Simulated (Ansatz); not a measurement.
Rh: the change of pressure and energy above lowest point with volume per atom

All results are calculated (Ansatz 0.2.0 development build). Equation of state of a cubic crystal from periodic Kohn-Sham density functional theory without spin; pressure corrected for the finite basis.

Cell of the first row (space group Fd-3m, No. 227):
```
Rh
1.0
      0.0000     2.7009     2.7009
      2.7009     0.0000     2.7009
      2.7009     2.7009     0.0000
Rh
2
Direct
  0.00000 0.00000 0.00000
  0.25000 0.25000 0.25000
```

Settings of every row: formula Rh; structure type diamond; functional PBE; spin treatment none; k mesh 17x17x17; occupation method fermi-dirac; occupation width 0.061225619 eV; wave cutoff 420 eV; datasets soft-1 PAW; density cutoff ratio 4.

Limits: a cubic model structure, not a phase known at ambient conditions; modest k-mesh, values are not fully converged in k.

| row | volume per atom (Å³) | pressure (GPa) | energy above lowest point (meV/atom) |
| --- | --- | --- | --- |
| 1 | 19.702 | 9.152 | 33.31 |
| 2 | 20.121 | ? | ? |
| 3 | 20.54 | 2.617 | 3.22 |
| 4 | 20.96 | -0.1 | 0 |
| 5 | 21.379 | -2.503 | 3.48 |
| 6 | 21.798 | -4.628 | 12.86 |
| 7 | 22.217 | -6.505 | 27.47 |

Question: what pressure and energy above lowest point should row 2 give?

Worked fit of pressure. Take u = (V_r/V)^(2/3) − 1 with V_r = 21.169 Å³ an atom, which is twice the finite (Eulerian) strain; such expansions in the strain, on which the Birch-Murnaghan equation of state is built, carry the rest volume and the bulk modulus. The shown rows have u = 0.04904, 0.02031, 0.00664, -0.00656, -0.01933, -0.0317. Least squares give pressure = −1.3364 + 181.877 × u + 616.66 × u² + 729.5 × u³ GPa; a parabola predicts inner rows, each left out in turn, worse (root mean square 0.015 against 0.0025 GPa). The rows lie off it by 0.000, -0.001, 0.001, 0.000, -0.001, 0.000. The pressure vanishes at u = 0.0072, or V = 20.94 Å³ an atom, and there the bulk modulus at fixed shape and fractions is B = −V dP/dV = (2/3)(1 + u) dP/du = 128 GPa. The withheld row has u = 0.03443, so the fit gives −1.3364 + 181.877 × (0.03443) + 616.66 × (0.03443)² + 729.5 × (0.03443)³ = 5.686 GPa.

The calculation gave 5.685 GPa. The fit lies 0.001 GPa (0.0064 % of the column's range) above it, one unit of the last digit.

Worked fit of energy above lowest point. Take u = (V_r/V)^(2/3) − 1 with V_r = 21.169 Å³ an atom, which is twice the finite (Eulerian) strain; such expansions in the strain, on which the Birch-Murnaghan equation of state is built, carry the rest volume and the bulk modulus. The shown rows have u = 0.04904, 0.02031, 0.00664, -0.00656, -0.01933, -0.0317. Least squares give energy above lowest point = 0.951 − 265.34 × u + 18351.9 × u² + 10484 × u³ meV/atom; a parabola predicts inner rows, each left out in turn, worse (root mean square 0.21 against 0.0023 meV/atom). All shown rows lie on it to the printed digit. Its lowest point lies at u = 0.0072, or V = 20.94 Å³ an atom, and the curvature there gives the bulk modulus at fixed shape and fractions, B = (4/9)(1 + u)² E″(u)/V = 128 GPa. The withheld row has u = 0.03443, so the fit gives 0.951 − 265.34 × (0.03443) + 18351.9 × (0.03443)² + 10484 × (0.03443)³ = 14.00 meV/atom.

The calculation gave 13.99 meV/atom. The fit lies 0.01 meV/atom (0.03 % of the column's range) above it, one unit of the last digit.
